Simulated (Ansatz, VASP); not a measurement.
# One calculation of Bi, two programs

```
Bi
1.0
    -1.92785    1.92785    1.92785
     1.92785   -1.92785    1.92785
     1.92785    1.92785   -1.92785
Bi
1
Cartesian
  0.0000 0.0000 0.0000
```

Alike in both runs: task single point; functional RPBE; k mesh 12 × 12 × 12; occupations fermi-dirac, width 0.1 eV; no spin polarisation.

|  | VASP | Ansatz |
| --- | --- | --- |
| version | VASP 6.6.1 | Ansatz 0.2.0 |
| potentials or method | VASP PAW PBE potentials, release 64 (Bi_d) | plane waves (420 eV) with PAW, scalar-relativistic |
| plane-wave cutoff (eV) | 520 | 420 |
| valence electrons in the cell | 15 | 15 |

```tsv
	VASP	Ansatz	Ansatz less VASP
pressure (GPa)	7.7	7.7	+0.04
```

With one functional, cell and mesh, what is left measures potentials, basis and numerics.

Caveats: the PAW data sets were made with another functional, which shifts forces and pressure a little (VASP).
